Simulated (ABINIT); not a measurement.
Crystal: Ta.

```
Ta
1.0
    -1.65128    1.65128    1.65128
     1.65128   -1.65128    1.65128
     1.65128    1.65128   -1.65128
Ta
1
Direct
  0.00000 0.00000 0.00000
```

Base run:

| Item | Value |
| --- | --- |
| Program | ABINIT 10.8.3 (patched build) |
| Functional | BLYP |
| Potentials or basis | JTH PAW PBE v2.0 |
| Cutoff | 517 eV |
| k mesh | 11 × 11 × 11 |
| Occupations | fermi-dirac, width 0.05 eV |
| Spin | spin-orbit coupling, no magnetisation |

Its results: band gap on the k mesh none (metal or under the smearing width); pressure 8.8 GPa.

Q: After a change of settings the same cell gave: band gap on the k mesh none (metal or under the smearing width); pressure -5.5 GPa. Which change was it?
A. functional from BLYP to SOGGA
B. functional from BLYP to PBE; spin from spin-orbit coupling, no magnetisation to no spin polarisation
C. functional from BLYP to PBEsol; spin from spin-orbit coupling, no magnetisation to no spin polarisation
D. functional from BLYP to rPW86PBE

A: A.

SOGGA binds more tightly than BLYP, so the same cell stands under less pressure.

Caveats: the PAW data sets were made with another functional, which shifts forces and pressure a little.

Not every run made on this cell is shown here.
